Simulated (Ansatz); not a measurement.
ZnO, CsCl type, relaxed with r2SCAN, was run in Ansatz 0.2.0 under altered settings. All numbers are computed, without spin polarisation but where a row says otherwise.

```xyz
2
Lattice="2.6462 0.0000 0.0000 0.0000 2.6462 0.0000 0.0000 0.0000 2.6462" Properties=species:S:1:pos:R:3 pbc="T T T"
Zn    0.0000    0.0000    0.0000
O     1.3231    1.3231    1.3231
```

The base run's other keys:
```yaml
kpoints:
  mp_grid: { grid: [4, 4, 4] }
hamiltonian:
  xc: hse06
scf:
  occupations: { method: fermi_dirac, width: 0.02 }
  n_extra_bands: 4
```

It takes 22 iterations with 365 plane waves at 420 eV and 10 k points, and leaves a mean stress of +0.04 GPa. The gap over this mesh is 0.879 eV. It ran on 4 threads of Arm Neoverse N1, with other jobs on the host.

Outcomes, with energy and stress as changes against the base:
```
                                    setting            outcome  ΔF (meV/atom)  Δ mean stress (GPa)  gap on the mesh (eV)  iterations  wall time
PBE hybrid, exx coeff 0.4, omega 0.2078 1/Å          converged              –                 -4.2                 1.897          26      4.9 s
PBE hybrid, exx coeff 0.3, omega 0.2078 1/Å          converged              –                 -1.4                 1.210          25      4.5 s
  PBE hybrid, exx coeff 0.05, omega 0.5 1/Å  converged, warned              –                 +8.1                  none          16        4 s
   PBE hybrid, exx coeff 1.0, omega 0.5 1/Å          converged              –                -14.0                 3.594          35      5.6 s
                         basis.ecutwfc: 300  converged, warned           +279                 +0.3                 0.817          21      3.5 s
```
A dash marks a value that wasn't obtained or can't be compared. Stress is positive in compression. The base took 4.5 s.

- PBE hybrid, exx coeff 0.4, omega 0.2078 1/Å. That is 40 % exact exchange, screened with ω = 0.2078 1/Å, against HSE06's 25 % screened at 0.208 1/Å. The mean stress moves by -4.2 GPa and the gap on the mesh by +1.018 eV (to 1.897). Totals of different functionals aren't comparable. The program warns that on this mesh the truncation of the exchange isn't bounded, so part of the change can be an error of the mesh.
- PBE hybrid, exx coeff 0.05, omega 0.5 1/Å. That is 5 % exact exchange, screened with ω = 0.5 1/Å, against HSE06's 25 % screened at 0.208 1/Å. The mean stress moves by +8.1 GPa and the gap on the mesh by -1.315 eV (no gap is left). Totals of different functionals aren't comparable. Warned: filled band counts differ across k points.
- PBE hybrid, exx coeff 1.0, omega 0.5 1/Å. That is 100 % exact exchange, screened with ω = 0.5 1/Å, against HSE06's 25 % screened at 0.208 1/Å. The mean stress moves by -14.0 GPa and the gap on the mesh by +2.716 eV (to 3.594). Totals of different functionals aren't comparable.
- basis.ecutwfc: 300. 203 plane waves in place of 365. The free energy moves by +279 meV an atom, the mean stress by +0.3 GPa and the gap on the mesh by -0.062 eV (to 0.817). The basis is too small: these are errors of the cutoff. Warned: cutoff below recommended.

The program warns that its thresholds are loose for a hybrid's stress.

The meshes of the hybrids are coarse, so their gaps aren't converged to the digits shown.
